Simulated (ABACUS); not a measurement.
# V (Im-3m) in ABACUS: a series of runs

One crystal, V, is run at these levels: r2SCAN, B86bPBE, TPSS; tasks: single point.

All numbers are computed with ABACUS 3.10.1; they aren't measurements. Logs are shortened: lines on timing, memory, paths and dates and some standing lists are left out, and cuts for length are marked.

## 1. The crystal as given

Symmetry: Im-3m, No. 229, cubic system. Conventional cell: a = 3.029 Å, b = 3.029 Å, c = 3.029 Å, α = 90.00°, β = 90.00°, γ = 90.00°. V (site symmetry m-3m) is surrounded by 8 V at 2.62 Å.

## 2. Single point, r2SCAN, collinear spin, ferromagnetic start

Contents of run_abacus.py:

```python
"""ABACUS run from a structure file: ASE reads it, the script writes STRU, KPT and INPUT."""
import re
import subprocess
import spglib
from ase import Atoms
from ase.io import read
from ase.units import Bohr

atoms = read("V.cif")
cell, frac, numbers = spglib.standardize_cell((atoms.cell[:], atoms.get_scaled_positions(), atoms.numbers), to_primitive=True, symprec=1e-4)
atoms = Atoms(numbers=numbers, cell=cell, scaled_positions=frac, pbc=True)  # the primitive cell
atoms = atoms[(-atoms.numbers).argsort(kind="stable")]  # ABACUS lists atoms element by element
pseudo = {'V': 'V_ONCV_PBE-1.2.upf'}
orbital = {'V': 'V_confined-atom_7au_3s2p2d1f.orb'}
magmoms = [2.0]
kmesh = [9, 9, 9]
params = {
    'suffix': 'V',
    'calculation': 'scf',
    'basis_type': 'lcao',
    'pseudo_dir': './',
    'orbital_dir': './',
    'symmetry': 1,
    'dft_functional': 'MGGA_X_R2SCAN+MGGA_C_R2SCAN',
    'ecutwfc': 100,
    'pseudo_rcut': 10,
    'nspin': 2,
    'nbands': 18,
    'ks_solver': 'genelpa',
    'smearing_method': 'fd',
    'smearing_sigma': 0.00367493,
    'scf_thr': 1e-07,
    'scf_nmax': 100,
    'mixing_type': 'broyden',
    'mixing_beta': 0.4,
    'cal_force': 1,
    'cal_stress': 1,
    'mixing_tau': 1,
    'out_mul': 1,
    'out_chg': 1,
    'out_pot': 2,
    'out_elf': 1,
}

symbols = atoms.get_chemical_symbols()
elements = list(dict.fromkeys(symbols))
lines = ["ATOMIC_SPECIES"] + [f"{e} {atoms.get_masses()[symbols.index(e)]:.4f} {pseudo[e]}" for e in elements]
if orbital:
    lines += ["", "NUMERICAL_ORBITAL"] + [orbital[e] for e in elements]
lines += ["", "LATTICE_CONSTANT", f"{1 / Bohr:.10f}", "", "LATTICE_VECTORS"]
lines += [" ".join(f"{x:.10f}" for x in v) for v in atoms.cell]
lines += ["", "ATOMIC_POSITIONS", "Direct"]
for e in elements:
    lines += ["", e, "0.0", str(symbols.count(e))]
    for i, p in enumerate(atoms.get_scaled_positions(wrap=False)):
        if symbols[i] == e:
            mag = "" if magmoms is None else " mag " + " ".join(str(x) for x in (magmoms[i] if isinstance(magmoms[i], list) else [magmoms[i]]))
            lines.append(" ".join(f"{x:.10f}" for x in p) + " 1 1 1" + mag)
open("STRU", "w").write("\n".join(lines) + "\n")
open("KPT", "w").write("K_POINTS\n0\nGamma\n%d %d %d 0 0 0\n" % tuple(kmesh))
open("INPUT", "w").write("INPUT_PARAMETERS\n" + "".join(f"{k:<20s}{v}\n" for k, v in params.items()))

done = subprocess.run(['mpirun', '-np', '4', 'abacus'])
if done.returncode:
    raise SystemExit(done.returncode)
log = open("OUT.V/running_scf.log").read()
print("final energy (eV):", re.findall(r"FINAL_ETOT_IS (\S+)", log))
```

Contents of V.cif:

```cif
data_V
_cell_length_a 3.02870000
_cell_length_b 3.02870000
_cell_length_c 3.02870000
_cell_angle_alpha 90.00000000
_cell_angle_beta 90.00000000
_cell_angle_gamma 90.00000000
_space_group_name_H-M_alt 'Im-3m'
_space_group_name_Hall '-I 4 2 3'
_space_group_IT_number 229
loop_
_space_group_symop_operation_xyz
'x,y,z'
'-x,-y,-z'
'-y,x,z'
'y,-x,-z'
'-x,-y,z'
'x,y,-z'
'y,-x,z'
'-y,x,-z'
'x,-y,-z'
'-x,y,z'
'-y,-x,-z'
'y,x,z'
'-x,y,-z'
'x,-y,z'
'y,x,-z'
'-y,-x,z'
'z,x,y'
'-z,-x,-y'
'z,-y,x'
'-z,y,-x'
'z,-x,-y'
'-z,x,y'
'z,y,-x'
'-z,-y,x'
'-z,x,-y'
'z,-x,y'
'-z,-y,-x'
'z,y,x'
'-z,-x,y'
'z,x,-y'
'-z,y,x'
'z,-y,-x'
'y,z,x'
'-y,-z,-x'
'x,z,-y'
'-x,-z,y'
'-y,z,-x'
'y,-z,x'
'-x,z,y'
'x,-z,-y'
'-y,-z,x'
'y,z,-x'
'-x,-z,-y'
'x,z,y'
'y,-z,-x'
'-y,z,x'
'x,-z,y'
'-x,z,-y'
'x+1/2,y+1/2,z+1/2'
'-x+1/2,-y+1/2,-z+1/2'
'-y+1/2,x+1/2,z+1/2'
'y+1/2,-x+1/2,-z+1/2'
'-x+1/2,-y+1/2,z+1/2'
'x+1/2,y+1/2,-z+1/2'
'y+1/2,-x+1/2,z+1/2'
'-y+1/2,x+1/2,-z+1/2'
'x+1/2,-y+1/2,-z+1/2'
'-x+1/2,y+1/2,z+1/2'
'-y+1/2,-x+1/2,-z+1/2'
'y+1/2,x+1/2,z+1/2'
'-x+1/2,y+1/2,-z+1/2'
'x+1/2,-y+1/2,z+1/2'
'y+1/2,x+1/2,-z+1/2'
'-y+1/2,-x+1/2,z+1/2'
'z+1/2,x+1/2,y+1/2'
'-z+1/2,-x+1/2,-y+1/2'
'z+1/2,-y+1/2,x+1/2'
'-z+1/2,y+1/2,-x+1/2'
'z+1/2,-x+1/2,-y+1/2'
'-z+1/2,x+1/2,y+1/2'
'z+1/2,y+1/2,-x+1/2'
'-z+1/2,-y+1/2,x+1/2'
'-z+1/2,x+1/2,-y+1/2'
'z+1/2,-x+1/2,y+1/2'
'-z+1/2,-y+1/2,-x+1/2'
'z+1/2,y+1/2,x+1/2'
'-z+1/2,-x+1/2,y+1/2'
'z+1/2,x+1/2,-y+1/2'
'-z+1/2,y+1/2,x+1/2'
'z+1/2,-y+1/2,-x+1/2'
'y+1/2,z+1/2,x+1/2'
'-y+1/2,-z+1/2,-x+1/2'
'x+1/2,z+1/2,-y+1/2'
'-x+1/2,-z+1/2,y+1/2'
'-y+1/2,z+1/2,-x+1/2'
'y+1/2,-z+1/2,x+1/2'
'-x+1/2,z+1/2,y+1/2'
'x+1/2,-z+1/2,-y+1/2'
'-y+1/2,-z+1/2,x+1/2'
'y+1/2,z+1/2,-x+1/2'
'-x+1/2,-z+1/2,-y+1/2'
'x+1/2,z+1/2,y+1/2'
'y+1/2,-z+1/2,-x+1/2'
'-y+1/2,z+1/2,x+1/2'
'x+1/2,-z+1/2,y+1/2'
'-x+1/2,z+1/2,-y+1/2'
loop_
_atom_site_label
_atom_site_type_symbol
_atom_site_symmetry_multiplicity
_atom_site_Wyckoff_symbol
_atom_site_fract_x
_atom_site_fract_y
_atom_site_fract_z
_atom_site_occupancy
V1 V 2 a 0.0000000000 0.0000000000 0.0000000000 1
```

Potentials or basis: SG15 ONCV 1.2 PBE, DZP LCAO (the cutoffs set its grid).

Run with:

```console
> OMP_NUM_THREADS=1 python run_abacus.py > log
```

running log:

```text
ABACUS v3.10.1

               Atomic-orbital Based Ab-initio Computation at UStc

 ------------------------------------------------------------------------------------

 READING GENERAL INFORMATION
                           global_out_dir = OUT.V/
                           global_in_card = INPUT
                               pseudo_dir = ./
                              orbital_dir = ./
                                    DSIZE = 4
                                    GSIZE = 1

 READING UNITCELL INFORMATION
                                    ntype = 1
                  lattice constant (Bohr) = 1.88973
              lattice constant (Angstrom) = 1

 READING ATOM TYPE 1
                               atom label = V
                      L=0, number of zeta = 3
                      L=1, number of zeta = 2
                      L=2, number of zeta = 2
                      L=3, number of zeta = 1
             number of atom for this type = 1
               magnetization of element 1 = 2

                        TOTAL ATOM NUMBER = 1
DIRECT COORDINATES
    atom                   x                   y                   z     mag                  vx                  vy                  vz
taud_V1            0.0000000000        0.0000000000        0.0000000000  2.0000        0.0000000000        0.0000000000        0.0000000000

                          Volume (Bohr^3) = 93.7423
                             Volume (A^3) = 13.8912

 Lattice vectors: (Cartesian coordinate: in unit of a_0)
             -1.51435            +1.51435            +1.51435
             +1.51435            -1.51435            +1.51435
             +1.51435            +1.51435            -1.51435
 Reciprocal vectors: (Cartesian coordinate: in unit of 2 pi/a_0)
                   +0           +0.330175           +0.330175
            +0.330175                  +0           +0.330175
            +0.330175           +0.330175                  +0
 The esolver type has been set to : ksdft_lcao

                PAO radial cut off (Bohr) = 10

 Read in pseudopotential file is V_ONCV_PBE-1.2.upf
                     pseudopotential type = NC
          exchange-correlation functional = PBE
                 nonlocal core correction = 0
                        valence electrons = 13
                                     lmax = 2
                           number of zeta = 0
                     number of projectors = 6
                           L of projector = 0
                           L of projector = 0
                           L of projector = 1
                           L of projector = 1
                           L of projector = 2
                           L of projector = 2
 XC functional updated to : MGGA_X_R2SCAN+MGGA_C_R2SCAN
          exchange-correlation functional = MGGA_X_R2SCAN+MGGA_C_R2SCAN
[... 168 lines left out ...]
                  longest orb rcut (Bohr) = 7
   longest nonlocal projector rcut (Bohr) = 2.06
                     search radius (Bohr) = 18.1
              searching radius is (Bohr)) = 18.1
         searching radius unit is (Bohr)) = 1.89
                         PeriodicBoundary = 1
                        Radius(unit:lat0) = 9.59
                                   glayer = [ 6, 6, 6 ]
                             glayer_minus = [ 5, 5, 5 ]

Find the coordinate range of the input atom(unit:lat0).
                                  min_tau = [ -22.7, -22.7, -22.7 ]
                                  max_tau = [ 22.7, 22.7, 22.7 ]
                                BoxNumber = [ 11, 11, 11 ]

 SETUP EXTENDED REAL SPACE GRID FOR GRID INTEGRATION
                          real space grid = [ 32, 32, 32 ]
                 big cell numbers in grid = [ 8, 8, 8 ]
             meshcell numbers in big cell = [ 4, 4, 4 ]
                        extended fft grid = [ 14, 14, 14 ]
                dimension of extened grid = [ 37, 37, 37 ]
                            UnitCellTotal = 125
              Atom number in sub-FFT-grid = 1
    Local orbitals number in sub-FFT-grid = 26
                                ParaV.nnr = 25181
                                 init_chg = atomic

 LCAO ALGORITHM --------------- ION=   1  ELEC=   1--------------------------------
          total magnetism (Bohr mag/cell) = 0.950683
       absolute magnetism (Bohr mag/cell) = 0.950683
                        nelec for spin up = 6.97534
                      nelec for spin down = 6.02466
[... 256 lines left out ...]
 Density error is 9.89558087805e-08
----------------------------------------------------------
     Energy           Rydberg                 eV
----------------------------------------------------------
 E_KohnSham     -142.2229329943      -1935.0422749940
 E_KS(sigma->0) -142.2225379708      -1935.0369004246
 E_Harris       -142.2229330463      -1935.0422757016
 E_band         -12.3648391318       -168.2322670455
 E_one_elec     -46.4929843783       -632.5695045698
 E_Hartree      28.6332050439        389.5747405989
 E_xc           -16.9036851307       -229.9864349755
 E_Ewald        -107.4586784823      -1462.0503269088
 E_entropy(-TS) -0.0007900469        -0.0107491389
 E_descf        0.0000000000         0.0000000000
 E_exx          0.0000000000         0.0000000000
 E_Fermi        1.1885313048         16.1707979968
----------------------------------------------------------

 charge density convergence is achieved
 final etot is -1935.042275 eV
 EFERMI = 16.170797997 eV
The vacuum level is 15.281497172 eV

 STATE ENERGY(eV) AND OCCUPATIONS    NSPIN == 2
SPIN UP :
 1/35 kpoint (Cartesian) = 0.0000 0.0000 0.0000 (401 pws)
       1       -50.9061     0.00137174
       2       -23.0505     0.00137174
       3       -23.0505     0.00137174
       4       -23.0505     0.00137174
       5        8.85225     0.00137174
       6        16.3869    1.79753e-05
[... 98 lines left out ...]
       5        10.2764      0.0329218
       6        15.9084      0.0327496
[... 10 lines left out ...]
      17        54.3158        0.00000
      18        56.7151        0.00000

[... levels at 64 further k points ...]

-------------------------------------------------
 Total Magnetism (uB)
-------------------------------------------------
                         V1         0.3935835409
-------------------------------------------------

 correction force for each atom along direction 1 is 3.21134e-14
 correction force for each atom along direction 2 is -3.89524e-14
 correction force for each atom along direction 3 is -5.30849e-15
------------------------------------------------------------------------------------------
 TOTAL-FORCE (eV/Angstrom)
------------------------------------------------------------------------------------------
                        V1         0.0000000000         0.0000000000         0.0000000000
------------------------------------------------------------------------------------------

----------------------------------------------------------------
 TOTAL-STRESS (KBAR)
----------------------------------------------------------------
       -78.7854463716         0.0000000000         0.0000000000
        -0.0000000000       -78.7854463716         0.0000000000
         0.0000000000         0.0000000000       -78.7854463716
----------------------------------------------------------------
 TOTAL-PRESSURE: -78.785446 KBAR

 --------------------------------------------
 !FINAL_ETOT_IS -1935.0422749940421454 eV
 --------------------------------------------
```

It took 47 s on 4 MPI ranks of Intel Xeon Platinum 8488C (Sapphire Rapids), shared host; peak memory 0.4 GiB.

What came out:

| Item | Value |
| --- | --- |
| Free energy | -1935.0423 eV |
| Pressure | -7.9 GPa |
| Band gap on the k mesh | none (metal or under the smearing width) |
| Net moment | 0.39 μB per cell |
| Absolute moment | 0.39 μB per cell |
| Site moments | V +0.39 μB |

Caveat: the atomic orbitals were generated for these runs and aren't a published set; the potentials were made for another functional, which shifts forces and pressure; the basis of atomic orbitals isn't converged, which shifts pressures, moduli and gaps.

## 3. Single point, B86bPBE, collinear spin, ferromagnetic start

Changes to run_abacus.py since step 2:

```diff
@@ -3,4 +3,2 @@
 import subprocess
-import spglib
-from ase import Atoms
 from ase.io import read
@@ -9,9 +7,7 @@
 atoms = read("V.cif")
-cell, frac, numbers = spglib.standardize_cell((atoms.cell[:], atoms.get_scaled_positions(), atoms.numbers), to_primitive=True, symprec=1e-4)
-atoms = Atoms(numbers=numbers, cell=cell, scaled_positions=frac, pbc=True)  # the primitive cell
 atoms = atoms[(-atoms.numbers).argsort(kind="stable")]  # ABACUS lists atoms element by element
-pseudo = {'V': 'V_ONCV_PBE-1.2.upf'}
-orbital = {'V': 'V_confined-atom_7au_3s2p2d1f.orb'}
+pseudo = {'V': 'V.upf'}
+orbital = {}
 magmoms = [2.0]
-kmesh = [9, 9, 9]
+kmesh = [10, 10, 10]
 params = {
@@ -19,8 +15,7 @@
     'calculation': 'scf',
-    'basis_type': 'lcao',
+    'basis_type': 'pw',
     'pseudo_dir': './',
-    'orbital_dir': './',
     'symmetry': 1,
-    'dft_functional': 'MGGA_X_R2SCAN+MGGA_C_R2SCAN',
-    'ecutwfc': 100,
+    'dft_functional': 'GGA_X_B86_MGC+GGA_C_PBE',
+    'ecutwfc': 84,
     'pseudo_rcut': 10,
@@ -28,6 +23,6 @@
     'nbands': 18,
-    'ks_solver': 'genelpa',
+    'ks_solver': 'dav',
     'smearing_method': 'fd',
     'smearing_sigma': 0.00367493,
-    'scf_thr': 1e-07,
+    'scf_thr': 1e-08,
     'scf_nmax': 100,
@@ -37,7 +32,4 @@
     'cal_stress': 1,
-    'mixing_tau': 1,
-    'out_mul': 1,
     'out_chg': 1,
-    'out_pot': 2,
-    'out_elf': 1,
+    'kpar': 4,
 }
```

Contents of V.cif:

```cif
data_V
_cell_length_a 2.62293114
_cell_length_b 2.62293114
_cell_length_c 2.62293114
_cell_angle_alpha 109.47122063
_cell_angle_beta 109.47122063
_cell_angle_gamma 109.47122063
_space_group_name_H-M_alt 'P1'
_space_group_name_Hall 'P 1'
_space_group_IT_number 1
loop_
_space_group_symop_operation_xyz
'x,y,z'
loop_
_atom_site_label
_atom_site_type_symbol
_atom_site_symmetry_multiplicity
_atom_site_Wyckoff_symbol
_atom_site_fract_x
_atom_site_fract_y
_atom_site_fract_z
_atom_site_occupancy
V1 V 1 a 0.0000000000 0.0000000000 0.0000000000 1
```

Potentials or basis: PseudoDojo NC SR 0.4.1 PBE standard, plane waves.

Run with:

```console
> OMP_NUM_THREADS=1 python run_abacus.py > log
```

Wall time 8 s (4 MPI ranks of Intel Xeon 6975P-C (Granite Rapids), shared host); peak memory 0.32 GiB.

The run converged. Its results:

```yaml
Free_energy: -2009.4487 eV
Pressure: -4.5 GPa
Band_gap_on_the_k_mesh: none (metal or under the smearing width)
Net_moment: 0.00 μB per cell
Absolute_moment: 0.00 μB per cell
```

Levels at points of the mesh, in eV from the Fermi level:
Spin up:
| k point | band 3 | band 4 | band 5 | band 6 | band 7 | band 8 | band 9 | band 10 |
| --- | --- | --- | --- | --- | --- | --- | --- | --- |
| (0.00, 0.00, 0.00) | -37.15 | -37.15 | -6.51 | 0.39 | 0.39 | 0.39 | 2.33 | 2.33 |
| (0.50, 0.50, 0.00) | -37.40 | -37.15 | -3.08 | -1.09 | 1.55 | 2.32 | 2.66 | 3.94 |
| (0.50, 0.50, 0.50) | -37.71 | -37.71 | -2.86 | -2.86 | 3.56 | 3.56 | 3.56 | 9.94 |
Spin down:
| k point | band 3 | band 4 | band 5 | band 6 | band 7 | band 8 | band 9 | band 10 |
| --- | --- | --- | --- | --- | --- | --- | --- | --- |
| (0.00, 0.00, 0.00) | -37.15 | -37.15 | -6.51 | 0.39 | 0.39 | 0.39 | 2.33 | 2.33 |
| (0.50, 0.50, 0.00) | -37.40 | -37.15 | -3.08 | -1.09 | 1.55 | 2.32 | 2.66 | 3.94 |
| (0.50, 0.50, 0.50) | -37.71 | -37.71 | -2.86 | -2.86 | 3.56 | 3.56 | 3.56 | 9.94 |

Caveat: the potentials were made for another functional, which shifts forces and pressure.

[end of part 1 of 2]
